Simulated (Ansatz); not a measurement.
**Mn: from the end of a run back to its start**

We look at Mn: a measured crystal structure (space group Im-3m, primitive cell doubled), with 2 atoms per cell. The computed pressure is over 10 GPa in size, so the cell is far from the computed equilibrium volume. Source: COD entry 9008591, which need not be the ambient phase.

```
CELL_PARAMETERS angstrom
0.00000 0.00000 -3.08100
3.08100 -3.08100 0.00000
-1.54050 -1.54050 1.54050
ATOMIC_POSITIONS crystal
Mn 0.00000 0.00000 0.00000
Mn 0.50000 0.50000 0.00000
```

Atoms are numbered from 1 in the order listed.

Level of theory: Ansatz development build ahead of 0.2.0, DFT, PBE, PAW, plane waves, scalar-relativistic.

| Setting | Value |
| --- | --- |
| Plane-wave cutoff | 420 eV |
| k-point mesh | 10×6×11 (Γ-centred) |
| Occupations | Fermi–Dirac smearing, 0.1 eV |
| Valence electrons | 30 |

The total moment includes the space between the atomic spheres.

The mesh has less symmetry than the lattice, which lowers the symmetry of the run.

In a plain SCF nothing is tried after convergence. Ends within 0.2 meV/atom and 0.1 μB count as one state.

One run gave this history:

```
iteration  Harris–Foulkes energy + 7797 (eV)  largest residual (eV)  M (μB)  absolute moment (μB)
        1                             0.5286               1.57e+00    1.07                  1.07
        2                             0.8243               1.66e-01    1.32                  1.34
        3                             0.8477               4.76e-02    1.57                  1.60
        4                             0.8286               3.28e-02    1.77                  1.81
        5                             0.8018               2.51e-02    1.95                  2.00
        6                             0.7737               1.56e-02    2.08                  2.14
        7                             0.7455               1.28e-02    2.20                  2.27
        9                             0.6999               6.77e-03    2.38                  2.47
       10                             0.6768               1.06e-02    2.42                  2.52
       12                             0.6372               1.74e-02    2.77                  2.89
       13                             0.6311               1.06e-03    2.89                  3.02
       15                             0.6302               2.51e-05    3.06                  3.19
       16                             0.6301               3.12e-06    3.11                  3.24
       18                             0.6301               7.33e-07    3.13                  3.26
       19                             0.6301               3.18e-07    3.12                  3.25
       21                             0.6301               2.25e-09    3.11                  3.24
```

It ended ferromagnetic, site moments Mn1 1.58, Mn2 1.58 μB, total 3.11 μB per cell, no gap on the k-mesh.

Question: These set-ups ended in different states. Which one gave the run above?
A. parallel moments scaled by 0.1, plain SCF [Mn1 0.45, Mn2 0.45 μB]
B. a moment on one site alone, plain SCF [Mn2 4.50 μB]
C. parallel moments, plain SCF [Mn1 4.50, Mn2 4.50 μB]

Answer: A. The others ended as follows, with energies against this run: “a moment on one site alone, plain SCF” antiferromagnetic, -286 meV/atom; “parallel moments, plain SCF” ferromagnetic, -3.9 meV/atom.
